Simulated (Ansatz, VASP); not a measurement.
# NaCl (Halite) in two plane-wave programs, part 2 of 2

Wanted: the spread between two codes on one cell, functional and k mesh. The cell is taken from a series of VASP runs on this material, whose earlier steps may have relaxed, scaled or displaced it; both programs get it as it stands.

VASP 6.6.1 and Ansatz 0.2.0.

So far. Step 4 (Side by side): The walks stopped with 0.03 GPa left in Ansatz and -0.01 GPa in VASP; each walk ends within a tolerance, so the volume difference is uncertain by about these residues over the bulk modulus, most in soft cells.

## Step 6: VASP: band structure, PBE0

Level of this step: PBE0; plane waves and PAW (Cl, Na_pv) (VASP).

The same cell, functional, mesh and smearing now go to VASP, with its own data sets and cutoff.

The run reads the wave functions of an earlier VASP run, which isn't shown here.

File INCAR:

```
SYSTEM = NaCl
PREC = Accurate
ENCUT = 350
EDIFF = 1E-06
NELM = 100
ISMEAR = 0
SIGMA = 0.03
LREAL = .FALSE.
ALGO = Normal
LHFCALC = .TRUE.
AEXX = 0.25
GGA = PE
LASPH = .TRUE.
NBANDS = 13
PRECFOCK = Fast
HFRCUT = -1
LORBIT = 11
LWAVE = .FALSE.
LCHARG = .FALSE.
KPAR = 4
```

File POSCAR:

```
NaCl
1.0
    0.0000000000      2.8202800000      2.8202800000
    2.8202800000      0.0000000000      2.8202800000
    2.8202800000      2.8202800000      0.0000000000
Cl Na
1 1
Direct
    0.5000000000      0.5000000000      0.5000000000
    0.0000000000      0.0000000000      0.0000000000
```

File KPOINTS:

```
Automatic mesh
0
Gamma
5 5 5
0 0 0
```

File KPOINTS_OPT:

```
Line mode
10
Line-mode
Reciprocal
  0.00000000   0.00000000   0.00000000 GAMMA
  0.50000000   0.00000000   0.50000000 X

  0.50000000   0.00000000   0.50000000 X
  0.50000000   0.25000000   0.75000000 W

  0.50000000   0.25000000   0.75000000 W
  0.37500000   0.37500000   0.75000000 K

  0.37500000   0.37500000   0.75000000 K
  0.00000000   0.00000000   0.00000000 GAMMA

  0.00000000   0.00000000   0.00000000 GAMMA
  0.50000000   0.50000000   0.50000000 L

  0.50000000   0.50000000   0.50000000 L
  0.62500000   0.25000000   0.62500000 U

  0.62500000   0.25000000   0.62500000 U
  0.50000000   0.25000000   0.75000000 W

  0.50000000   0.25000000   0.75000000 W
  0.50000000   0.50000000   0.50000000 L

  0.50000000   0.50000000   0.50000000 L
  0.37500000   0.37500000   0.75000000 K

  0.62500000   0.25000000   0.62500000 U
  0.50000000   0.00000000   0.50000000 X
```

PAW data sets: Cl and Na_pv (PBE family, release 64).

Launch:

```console
$ mpirun -np 4 vasp_std
```

Numbers of over 12 decimals in the logs are rounded to 6 here.

Log:

```text
[banner, memory and clock lines left out]
running    4 mpi-ranks, on    1 nodes
[...]
LDA part: xc-table for (Slater+PW92), standard interpolation
 found WAVECAR, reading the header
 POSCAR, INCAR and KPOINTS ok, starting setup
[...]
HFRCUT set to (new)   11.021550
 reading WAVECAR
 the WAVECAR file was read successfully
 initial charge from wavefunction
 entering main loop
       N       E                     dE             d eps       ncg     rms          rms(c)
DAV:   1    -0.839914073597E+01   -0.83991E+01   -0.59457E-01   305   0.859E+00    0.138E+00
DAV:   2    -0.839897853064E+01    0.16221E-03   -0.24799E-02   290   0.225E+00    0.100E+00
DAV:   3    -0.839493111820E+01    0.40474E-02   -0.56600E-03   300   0.945E-01    0.645E-01
DAV:   4    -0.839441454810E+01    0.51657E-03   -0.14964E-03   305   0.421E-01    0.416E-01
DAV:   5    -0.839435224758E+01    0.62301E-04   -0.19574E-04   305   0.150E-01    0.255E-01
DAV:   6    -0.839432901011E+01    0.23237E-04   -0.23811E-05   260   0.555E-02    0.148E-01
[...]
DAV:   9    -0.839432100220E+01   -0.17608E-06   -0.13185E-06   275   0.109E-02
   1 F= -.83943210E+01 E0= -.83943210E+01  d E =-.259943E-32
 Start KPOINTS_OPT (optional k-point list driver)
k-point batch [1-10\100]
       N       E                     dE             ncg
DAV:   1    -0.857416786115E+03   -0.33007E+04      273
DAV:   2    -0.189851962963E+04   -0.10411E+04      275
DAV:   3    -0.197653356428E+04   -0.78014E+02      340
DAV:   4    -0.197830196138E+04   -0.17684E+01      300
DAV:   5    -0.197833556898E+04   -0.33608E-01      330
DAV:   6    -0.197833666364E+04   -0.10947E-02      318
DAV:   7    -0.197833670228E+04   -0.38640E-04      328
DAV:   8    -0.197833670390E+04   -0.16257E-05      291
DAV:   9    -0.197833670398E+04   -0.81017E-07      170
[...]
k-point batch [91-100\100]
       N       E                     dE             ncg
DAV:   1    -0.104458501722E+04   -0.50681E+04      296
DAV:   2    -0.194043958575E+04   -0.89585E+03      285
DAV:   3    -0.200323077675E+04   -0.62791E+02      330
DAV:   4    -0.200463924815E+04   -0.14085E+01      325
DAV:   5    -0.200466441733E+04   -0.25169E-01      371
DAV:   6    -0.200466512178E+04   -0.70445E-03      351
DAV:   7    -0.200466514428E+04   -0.22499E-04      359
DAV:   8    -0.200466514516E+04   -0.88157E-06      285
```

From OUTCAR (step 6):

```text
 POSITION                                       TOTAL-FORCE (eV/Angst)
 -----------------------------------------------------------------------------------
      2.82028      2.82028      2.82028         0.000000     -0.000000      0.000000
      0.00000      0.00000      0.00000         0.000000      0.000000      0.000000
 -----------------------------------------------------------------------------------
    total drift:                               -0.000000     -0.000000     -0.000000

  FREE ENERGIE OF THE ION-ELECTRON SYSTEM (eV)
  ---------------------------------------------------
  free  energy   TOTEN  =        -8.3943210022 eV

  energy  without entropy=       -8.3943210022  energy(sigma->0) =       -8.39432100

[... 3 further parts left out ...]
[key lines of the parts left out:]
E-fermi :  -1.8798
```

The k-mesh is coarse for unscreened exact exchange, which converges slowly with it.

## Step 7: Comparison

What differs besides the data sets and the points named for the pairs above, as far as they apply: exact exchange at q = 0 is treated differently, which shows on coarse meshes; VASP keeps PBE cores, Ansatz makes them for the functional; the cutoff is 420 eV in Ansatz and 350 eV in VASP; VASP takes a coarser grid for exact exchange (PRECFOCK = Fast). Total energies have different zeros and are not compared.

The two programs side by side:

```
                     quantity  Ansatz   VASP  difference
gap over the path points (eV)   7.204  7.194      +0.010
```

Levels at points of the path, from each program's valence-band top (eV; 3 filled, then empty):

```
k (reciprocal lattice)                               Ansatz                                 VASP
     0.000 0.000 0.000      0.00 0.00 0.00 7.20 13.31 13.31      0.00 0.00 0.00 7.19 13.38 13.38
     0.500 0.000 0.500   -1.81 -0.65 -0.65 9.75 10.12 13.64   -1.81 -0.65 -0.65 9.74 10.14 13.64
     0.500 0.222 0.722  -1.39 -1.19 -0.80 11.04 11.56 12.17  -1.39 -1.19 -0.80 11.04 11.58 12.19
     0.403 0.347 0.750  -1.52 -1.20 -0.57 10.48 11.25 12.74  -1.52 -1.20 -0.57 10.49 11.26 12.75
     0.125 0.125 0.250   -0.79 -0.23 -0.08 8.41 12.20 13.59   -0.79 -0.23 -0.07 8.40 12.24 13.64
     0.278 0.278 0.278   -1.33 -0.17 -0.17 8.90 12.19 13.58   -1.33 -0.17 -0.17 8.89 12.21 13.64
     0.556 0.389 0.556  -1.89 -0.66 -0.37 10.04 12.19 12.73  -1.89 -0.66 -0.37 10.05 12.20 12.75
     0.583 0.250 0.667  -1.50 -1.19 -0.60 10.58 11.27 12.66  -1.50 -1.19 -0.60 10.58 11.28 12.68
     0.500 0.306 0.694  -1.45 -1.19 -0.68 11.25 11.44 12.01  -1.45 -1.19 -0.67 11.26 11.46 12.03
     0.486 0.486 0.528   -2.06 -0.32 -0.29 9.40 12.95 13.16   -2.06 -0.32 -0.29 9.40 12.94 13.21
```

Among the levels compared at these points, filled levels agree within 2 meV and empty ones within 66 meV.

## Step 8: VASP: band structure, r2SCAN-EpsX with an exact-exchange share of 0.387

The same path points are solved in both programs, so levels can be compared one by one.

The run reads the wave functions of an earlier VASP run, which isn't shown here.

Changes to INCAR since step 6:

```diff
@@ -10,4 +10,4 @@
 LHFCALC = .TRUE.
-AEXX = 0.25
-GGA = PE
+AEXX = 0.387
+METAGGA = R2SCAN
 LASPH = .TRUE.
```

POSCAR is that of step 6.

KPOINTS is that of step 6.

KPOINTS_OPT is that of step 6.

Launch:

```console
$ mpirun -np 4 vasp_std
```

Log:

```text
[banner, memory and clock lines left out]
running    4 mpi-ranks, on    1 nodes
[...]
|                                                                             |
|               ----> ADVICE to this user running VASP <----                  |
|                                                                             |
|     You enforced a specific xc type in the INCAR file but a different       |
|     [... a line on the potential file left out ...]
|     I HOPE YOU KNOW WHAT YOU ARE DOING!                                     |
|                                                                             |

 LDA part: xc-table for (None), standard interpolation
 found WAVECAR, reading the header
 POSCAR, INCAR and KPOINTS ok, starting setup
[...]
HFRCUT set to (new)   11.021550
 reading WAVECAR
 the WAVECAR file was read successfully
 initial charge from wavefunction
 entering main loop
       N       E                     dE             d eps       ncg     rms          rms(c)
[...]
1 F= -.13545401E+02 E0= -.13545401E+02  d E =-.461634E-20
 Start KPOINTS_OPT (optional k-point list driver)
k-point batch [1-10\100]
       N       E                     dE             ncg
DAV:   1    -0.970556666465E+03   -0.34138E+04      273
DAV:   2    -0.213632631225E+04   -0.11658E+04      270
DAV:   3    -0.222346600717E+04   -0.87140E+02      340
DAV:   4    -0.222573996367E+04   -0.22740E+01      315
DAV:   5    -0.222578382656E+04   -0.43863E-01      320
DAV:   6    -0.222578526851E+04   -0.14419E-02      315
DAV:   7    -0.222578533257E+04   -0.64067E-04      339
DAV:   8    -0.222578533525E+04   -0.26802E-05      276
DAV:   9    -0.222578533537E+04   -0.11548E-06      205
[...]
k-point batch [91-100\100]
       N       E                     dE             ncg
DAV:   1    -0.118291667698E+04   -0.52064E+04      296
DAV:   2    -0.218310617204E+04   -0.10002E+04      285
DAV:   3    -0.225194060029E+04   -0.68834E+02      315
DAV:   4    -0.225367587932E+04   -0.17353E+01      335
DAV:   5    -0.225370709166E+04   -0.31212E-01      338
DAV:   6    -0.225370808566E+04   -0.99401E-03      328
DAV:   7    -0.225370812351E+04   -0.37844E-04      336
DAV:   8    -0.225370812511E+04   -0.16047E-05      325
DAV:   9    -0.225370812517E+04   -0.54783E-07      240
```

Parts of OUTCAR (step 8):

```text
 POSITION                                       TOTAL-FORCE (eV/Angst)
 -----------------------------------------------------------------------------------
      2.82028      2.82028      2.82028         0.000000      0.000000      0.000000
      0.00000      0.00000      0.00000         0.000000     -0.000000      0.000000
 -----------------------------------------------------------------------------------
    total drift:                               -0.000000     -0.000000     -0.000000

  FREE ENERGIE OF THE ION-ELECTRON SYSTEM (eV)
  ---------------------------------------------------
  free  energy   TOTEN  =       -13.5454012505 eV

  energy  without entropy=      -13.5454012505  energy(sigma->0) =      -13.54540125

[... 2 parts as in an earlier step ...]

[... 1 further part left out ...]
[key lines of the parts left out:]
E-fermi :  -2.8879
```

The PAW data sets were made with PBE, which is usual practice but a small mismatch for other functionals.

## Step 9: Ansatz: band structure, r2SCAN-EpsX with an exact-exchange share of 0.387

The same cell, functional, mesh and smearing now go to Ansatz, which takes its cutoff from its data sets.

The cell is taken from a series of VASP runs on this material, whose earlier steps may have relaxed, scaled or displaced it; both programs get it as it stands.

File input.yaml:

```yaml
crystal:
  lattice:
    - [0.0, 2.82028, 2.82028]
    - [2.82028, 0.0, 2.82028]
    - [2.82028, 2.82028, 0.0]
  atoms:
    - { symbol: Cl, position: [0.5, 0.5, 0.5] }
    - { symbol: Na, position: [0.0, 0.0, 0.0] }
hamiltonian:
  xc: { exchange: r2scan, correlation: r2scan, exx: { coeff: 0.387 } }
  pseudopotentials: { kind: paw }
kpoints:
  mp_grid: { grid: [5, 5, 5] }
  band_path:
    path:
      - [0.0, 0.0, 0.0]
      - [0.5, 0.0, 0.5]
      - [0.5, 0.22222, 0.72222]
      - [0.40278, 0.34722, 0.75]
      - [0.125, 0.125, 0.25]
      - [0.27778, 0.27778, 0.27778]
      - [0.55556, 0.38889, 0.55556]
      - [0.58333, 0.25, 0.66667]
      - [0.5, 0.30556, 0.69444]
      - [0.48611, 0.48611, 0.52778]
      - [0.625, 0.25, 0.625]
      - [0.5, 0.0, 0.5]
    npoints: 1
scf:
  occupations: { method: gaussian, width: 0.03 }
  n_extra_bands: 7
output:
  forces: true
  stress: true
  eigenvalues: true
  write_density: true
  write_potential: true
  elf: true
  volumetric_format: npy
```

Launch:

```console
$ ansatz run input.yaml --threads 4 --pin off --max-ram 9216MiB --backend cpu --events-out ev --progress --plain --runs-dir out
```

Log:

```text
[...]
Crystal: 2 atoms, lattice volume = 44.865 Å³
Basis set: ecut = 500 eV, 1139 PW (Γ), exchange–correlation on 120×120×120 points (64 copies of the dense FFT grid, shifted against one another)
Bands: 15, of which v1, the nominal top of the filled ones, is band 8 counted from 1 (7 counted from 0)
Symmetry: 48 space group operations
[...]
k-points: 10 of 125
[...]
--- Band table (eV; the first three rows and the last of 10) ---
  k-point 0: bands = [... 4 lower, -16.0208, -1.2393, -1.2393, -1.2393, 7.3867, 13.5707, 13.5707, 13.5707, ... 3 higher]
  k-point 1: bands = [... 4 lower, -15.8937, -2.1080, -1.3501, -1.3501, 8.5188, 12.5364, 13.9485, 13.9485, ... 3 higher]
  k-point 2: bands = [... 4 lower, -15.6768, -3.2342, -1.5204, -1.5204, 9.4499, 13.0591, 13.6256, 13.6256, ... 3 higher]
  k-point 9: bands = [... 4 lower, -15.5830, -2.8571, -2.3350, -1.9012, 11.4150, 11.5772, 12.0895, 14.8329, ... 3 higher]
[key lines of the parts left out:]
Free energy (F): -2575.707203 eV
Fermi energy:    3.073790 eV
P = ⅓ Tr σ = -0.7909 GPa (-7.909 kbar)
```

The job ended after 16 s (4 threads of Arm Neoverse V2, shared host; peak memory 0.91 GiB; 59 s of CPU time).

## Step 10: Comparison

What differs besides the data sets and the points named for the pairs above, as far as they apply: the cutoff is 500 eV in Ansatz and 350 eV in VASP. Total energies have different zeros and are not compared.

The two programs side by side:

```
                     quantity  Ansatz   VASP  difference
gap over the path points (eV)   8.626  8.630      -0.004
```

Levels at points of the path, from each program's valence-band top (eV; 3 filled, then empty):

```
k (reciprocal lattice)                               Ansatz                                 VASP
     0.000 0.000 0.000      0.00 0.00 0.00 8.63 14.81 14.81      0.00 0.00 0.00 8.63 14.84 14.84
     0.500 0.000 0.500  -1.91 -0.69 -0.69 11.30 11.44 15.23  -1.91 -0.69 -0.69 11.31 11.44 15.23
     0.500 0.222 0.722  -1.47 -1.26 -0.84 12.65 12.98 13.63  -1.46 -1.25 -0.84 12.66 12.98 13.64
     0.403 0.347 0.750  -1.60 -1.26 -0.61 11.94 12.77 14.25  -1.60 -1.25 -0.61 11.95 12.78 14.25
     0.125 0.125 0.250   -0.82 -0.24 -0.08 9.86 13.63 15.15   -0.81 -0.24 -0.08 9.86 13.64 15.18
     0.278 0.278 0.278  -1.39 -0.19 -0.19 10.33 13.68 15.13  -1.38 -0.19 -0.19 10.33 13.68 15.18
     0.556 0.389 0.556  -1.98 -0.69 -0.39 11.43 13.80 14.27  -1.98 -0.69 -0.39 11.43 13.83 14.27
     0.583 0.250 0.667  -1.59 -1.25 -0.64 12.05 12.78 14.17  -1.59 -1.25 -0.64 12.05 12.79 14.17
     0.500 0.306 0.694  -1.53 -1.25 -0.71 12.86 12.88 13.47  -1.53 -1.25 -0.71 12.88 12.88 13.47
     0.486 0.486 0.528  -2.15 -0.34 -0.31 10.77 14.61 14.72  -2.15 -0.34 -0.32 10.77 14.62 14.75
```

Among the levels compared at these points, filled levels agree within 4 meV and empty ones within 42 meV.

## Step 11: Outcome

| Quantity | Value |
| --- | --- |
| difference in volume (relaxation of cell and atoms, LDA) | 0.14 % |
| difference in gap over the path points (band structure, PBE0) | 0.0099 eV |
| difference in gap over the path points (band structure, r2SCAN-EpsX with an exact-exchange share of 0.387) | -0.0041 eV |

In words: The difference in gap over the path points is 0.0099 eV (band structure, PBE0), within the 0.08 eV picked in this series as the mark of a large difference. Such differences can come from data sets, numerical settings and the points named under the comparisons, not from the functional's error against experiment.

[Lines on the potential files, build, host, timing and source positions are cut from VASP's logs without a mark.]

[Logs are printed without paths, hosts, clocks, repeated set-up lines and the standing remarks that a program may print on its own settings, such as how far it seeks lower states.]

[Hosts, paths, dates, database ids (printed as entryN), source tags and the programs' standing remarks are cut or masked in the printed files.]
